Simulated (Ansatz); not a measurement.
I:

```xyz
1
Lattice="0.0000 2.3656 3.9098 2.1922 0.0000 3.9098 2.1922 2.3656 0.0000" Properties=species:S:1:pos:R:3 pbc="T T T"
I     0.0000    0.0000    0.0000
```

- Program: Ansatz 0.2.0
- Task: relaxation of cell and atoms
- Functional: BLYP
- Potentials or basis: all-electron LAPW, scalar-relativistic
- Basis error allowed: 0.001 eV/atom
- k mesh: 9 × 9 × 9
- Occupations: fermi-dirac, width 0.05 eV
- Spin: no spin polarisation

At the start: volume 40.55 Å³/atom.

Question: How do energy, volume and symmetry change on relaxing?

Answer: Over 19 steps the energy falls by 104.1 meV/atom and the volume is 79.44 Å³/atom (+95.9 %); space group Fmmm (No. 69, to 0.05 Å).

Step by step:
| step | energy change (eV) | largest force (eV/Å) | volume (Å³) |
| --- | --- | --- | --- |
| 1 | 0.0000 | 0.0000 | 40.55 |
| 2 | -0.0482 | 0.0000 | 44.90 |
| 3 | -0.0639 | 0.0000 | 47.91 |
| 4 | -0.0747 | 0.0000 | 49.86 |
| 5 | -0.0817 | 0.0000 | 51.86 |
| 6 | -0.0864 | 0.0000 | 53.98 |
| 7 | -0.0898 | 0.0000 | 56.12 |
| 8 | -0.0926 | 0.0000 | 58.23 |
| 9 | -0.0949 | 0.0000 | 60.33 |
| 10 | -0.0970 | 0.0000 | 62.46 |
| 11 | -0.0987 | 0.0000 | 64.60 |
| 12 | -0.1001 | 0.0000 | 66.73 |
| 13 | -0.1012 | 0.0000 | 68.86 |
| 14 | -0.1021 | 0.0000 | 70.96 |
| 15 | -0.1027 | 0.0000 | 73.08 |
| 16 | -0.1033 | 0.0000 | 75.20 |
| 17 | -0.1037 | 0.0000 | 77.32 |
| 18 | -0.1041 | 0.0000 | 79.44 |
| 19 | -0.1041 | 0.0000 | 79.44 |

Final structure:
```
CELL_PARAMETERS angstrom
0.00000 2.36806 7.14114
2.34892 0.00000 7.14114
2.34892 2.36806 0.00000
ATOMIC_POSITIONS crystal
I 0.00000 0.00000 0.00000
```

Caveat: the volume moved by over 15 % at a fixed basis, so the end points are rough; an odd number of electrons without spin polarisation forces a metal; a magnetic or distorted state may lie lower.
